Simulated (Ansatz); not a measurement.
This is a single-point calculation with the plane-wave code Ansatz on a 2-atom cell of GaAs started from a crystallographic database; the level of theory is r2SCAN. The cell was relaxed with r2SCAN and then strained (uniaxial +1.02 % along x, other directions held), with the atoms relaxed again with r2SCAN; k points keep the names of the unstrained zone.

input.yaml:
```yaml
crystal:
  lattice:
    - [0.0, 2.8330831925, 2.8330831925]
    - [2.861980641, 0.0, 2.8330831925]
    - [2.861980641, 2.8330831925, 0.0]
  atoms:
    - { symbol: Ga, position: [0.0, 0.0, 0.0] }
    - { symbol: As, position: [0.25, 0.25, 0.25] }
kpoints:
  mp_grid: { grid: [8, 8, 8] }
  band_path:
    path:
      - [0.0, 0.0, 0.0]
      - [-0.5, -0.5, 0.0]
      - [-0.375, -0.375, 0.25]
      - [-0.375, 0.0, 0.375]
      - [0.0, 0.0, 0.5]
      - [-0.5, -0.25, 0.25]
    npoints: 1
hamiltonian:
  xc: r2scan
scf:
  occupations: { method: fixed }
  n_extra_bands: 4
output:
  forces: true
  stress: true
  eigenvalues: true
```

Command: `ansatz run input.yaml --threads 4 --pin off --max-ram 5529MiB --backend cpu --events-out ev --progress --plain --runs-dir out`.

Q: It took 2 s on 4 threads of AMD EPYC 9R14 (Zen 4) (shared host). What peak of host memory did it reach?

A: About 0.58 GiB.

Main lines of the log:
```
scf.n_extra_bands = 4 over 14 filled bands (N_el = 28.0): the run solves 18 bands
Pseudopotential: Ga, paw, valence charge 13, recommended cutoff 500 eV (meta_gga)
Pseudopotential: As, paw, valence charge 15, recommended cutoff 500 eV (meta_gga)
Functional definition: r2SCAN
Crystal: 2 atoms, lattice volume = 45.943 Å³
Basis set: ecut = 500 eV, 1195 PW (Γ)
Symmetry: 8 space group operations
Space group: I-4m2 (ITA 119)
k-points: 59 of 512 (time reversal used)
preconditioner: auto → none  [insulator: Δε(μ)=0.796 eV  ℏωp=23.2 eV]
Free energy (F): -8655.752737 eV
Fermi energy:    7.731635 eV
--- Stress (GPa, compression-positive) ---
       -1.172125       0.000000       0.000000
        0.000000      -0.477418       0.000000
        0.000000       0.000000      -0.477418
  P = ⅓ Tr σ = -0.7090 GPa (-7.090 kbar)
--- Band table (eV; the first three rows and the last of 59) ---
  k-point 0: bands = […, -7.4092, -7.4073, -5.3738, 7.6706, 7.7316, 7.7316, 8.5916, 11.7463, 11.7463, 11.7769]
  k-point 1: bands = […, -7.4094, -7.4074, -5.1860, 5.7990, 7.4508, 7.4998, 9.6091, 12.1024, 12.1093, 12.2600]
  k-point 2: bands = […, -7.4091, -7.4067, -4.6631, 3.5575, 6.9945, 7.0602, 9.4847, 12.6358, 12.6553, 14.0898]
  k-point 58: bands = […, -7.4206, -7.4029, -2.7552, 1.0105, 4.1477, 4.3576, 12.5848, 12.7072, 13.4774, 14.1113]
```

The rows of the band table are 0: (0, 0, 0) = Γ, 1: (0, 0, 1/8), 2: (0, 0, 1/4), 58: (-1/2, 1/4, -1/4) = W.

The file bands.tsv (bands near the Fermi energy, numbered from 0, rounded):
```tsv
# k_distance	band_9	band_10	band_11	band_12	band_13	band_14	band_15	band_16	band_17
# fermi_ev = 7.731635
# [0, 0, 0] at k_distance = 0.000000
# [-0.5, -0.5, 0] at k_distance = 1.108895
# [-0.375, -0.375, 0.25] at k_distance = 1.498975
# [-0.375, 0, 0.375] at k_distance = 2.173468
# [0, 0, 0.5] at k_distance = 2.851387
# [-0.5, -0.25, 0.25] at k_distance = 3.635495
# levels_relative_to = fermi_ev
0.000	-15.139	-13.105	-0.061	0.000	0.000	0.860	4.015	4.015	4.045
1.109	-15.126	-10.540	-6.906	-2.762	-2.756	1.751	1.909	10.684	10.747
1.499	-15.132	-10.585	-6.721	-3.902	-2.332	2.237	4.932	8.438	8.490
2.173	-15.132	-10.585	-6.721	-3.902	-2.332	2.237	4.932	8.438	8.490
2.851	-15.135	-11.306	-6.738	-1.222	-1.137	1.300	4.937	5.004	8.256
3.635	-15.135	-10.487	-6.721	-3.584	-3.374	4.853	4.976	5.746	6.380
```
In order the rows are Γ, X, U, K, L, W.

With r2SCAN the gap is 0.86 eV and direct, at Γ. The mean pressure at these positions is -0.71 GPa, compression counted positive.

Calculated for a static, non-magnetic cell.

The runs are scalar-relativistic, without spin-orbit coupling.
